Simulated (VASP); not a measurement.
Output of a VASP run:

OSZICAR:
```
       N       E                     dE             d eps       ncg     rms          rms(c)
DAV:   1    -0.366631645882E+02   -0.36663E+02   -0.10725E-04  1664   0.503E-02    0.126E-02
DAV:   2    -0.366632008788E+02   -0.36291E-04   -0.63839E-04  1454   0.120E-01    0.225E-02
DAV:   3    -0.366631446863E+02    0.56192E-04   -0.24867E-04  1464   0.752E-02    0.221E-03
DAV:   4    -0.366631448614E+02   -0.17509E-06   -0.31580E-06  1162   0.818E-03
   1 F= -.36663145E+02 E0= -.36663145E+02  d E =-.361729E-14
```

### OUTCAR
```
------------------------ aborting loop because EDIFF is reached ----------------------------------------
  FORCE on cell =-STRESS in cart. coord.  units (eV):
  Direction    XX          YY          ZZ          XY          YZ          ZX
  --------------------------------------------------------------------------------------
  Total       -0.0933018     -0.0933018     -0.0484298      0.0000000      0.0000000      0.0000000
  in kB       -0.2647077     -0.2647077     -0.1374010      0.0000000      0.0000000      0.0000000
  external PRESSURE =      -0.2222721 kB  Pullay stress =       0.0000000 kB
  volume of cell :      564.72
      direct lattice vectors                 reciprocal lattice vectors
     4.327115372  0.000000000  0.000000000     0.231100841  0.133426137  0.000000000
    -2.163557686  3.747391703  0.000000000     0.000000000  0.266852275  0.000000000
     0.000000000  0.000000000 34.826215983     0.000000000  0.000000000  0.028714001
 POSITION                                       TOTAL-FORCE (eV/Angst)
 -----------------------------------------------------------------------------------
     -0.00000      2.49826     10.13058         0.000000     -0.000000      0.014300
      0.00000      0.00000     14.11994        -0.000000      0.000000      0.006313
      0.00000      0.00000     20.70628         0.000000     -0.000000     -0.006313
      2.16356      1.24913     24.69563        -0.000000      0.000000     -0.014300
      0.00000      0.00000      8.43823        -0.000000     -0.000000     -0.014351
      2.16356      1.24913     12.12565        -0.000000      0.000000      0.004566
      2.16356      1.24913     18.99481         0.000000      0.000000      0.004078
     -0.00000      2.49826     15.83141        -0.000000      0.000000     -0.004078
     -0.00000      2.49826     22.70056         0.000000     -0.000000     -0.004566
      0.00000      0.00000     26.38798        -0.000000      0.000000      0.014351
 -----------------------------------------------------------------------------------
    total drift:                                0.000000     -0.000000      0.000000
  FREE ENERGIE OF THE ION-ELECTRON SYSTEM (eV)
  ---------------------------------------------------
  free  energy   TOTEN  =       -36.6631448614 eV

  energy  without entropy=      -36.6631448614  energy(sigma->0) =      -36.66314486

 total charge

# of ion       s       p       d       tot
------------------------------------------
    1        1.299   0.945   0.049   2.293
    2        1.297   0.948   0.048   2.293
    3        1.297   0.948   0.048   2.293
    4        1.299   0.945   0.049   2.293
    5        1.398   1.915   0.021   3.334
    6        1.389   1.941   0.028   3.358
    7        1.404   1.898   0.023   3.325
    8        1.404   1.898   0.023   3.325
    9        1.389   1.941   0.028   3.358
   10        1.398   1.915   0.021   3.334
--------------------------------------------------
tot         13.573  15.294   0.338  29.205
```
(Selected blocks of OUTCAR.)

### POSCAR
```
Sb2Te3 bilayer
1
    4.3271153721     0.0000000000     0.0000000000
   -2.1635576861     3.7473917035    -0.0000000000
    0.0000000000    -0.0000000000    34.8262159826
Sb Te
4 6
Direct
  0.3333330000   0.6666670000   0.2908896093
  0.0000000000   0.0000000000   0.4054398947
  0.0000000000   0.0000000000   0.5945601053
  0.6666670000   0.3333330000   0.7091103907
  0.0000000000   0.0000000000   0.2422954390
  0.6666670000   0.3333330000   0.3481759583
  0.6666670000   0.3333330000   0.5454169798
  0.3333330000   0.6666670000   0.4545830202
  0.3333330000   0.6666670000   0.6518240417
  0.0000000000   0.0000000000   0.7577045610
```

Q: Reconstruct the remaining input files.

A: This is not unique; one that fits is the input of the run itself, PBE GGA, plane waves, VASP's PBE PAW potentials (set 64).

**KPOINTS**
```
Automatic mesh
0
Gamma
12 12 1
0 0 0
```

**INCAR**
```
# general
SYSTEM =Sb2Te3 bilayer
PREC   =Normal
ENCUT  =400   # plane-wave cut-off (eV)
LREAL  =.FALSE.
LASPH  =.TRUE.

# electronic loop
EDIFF  =1E-6   # SCF stop (eV)
NELM   =100
NELMIN =4
ALGO   =Normal   # blocked Davidson
LMAXMIX=4   # l cut-off of mixed one-centre charges

# smearing
ISMEAR =0
SIGMA  =0.05

# functional
GGA    =PE

# output
LWAVE  =.FALSE.
LCHARG =.FALSE.
LORBIT =11
LVHAR  =.TRUE.
```

POTCAR, in this order: Sb Te (PBE.64 set). Program: vasp_std. Read from the step before: WAVECAR.

The cell is a sheet with vacuum, built from Sb2Te3 (tetradymite).
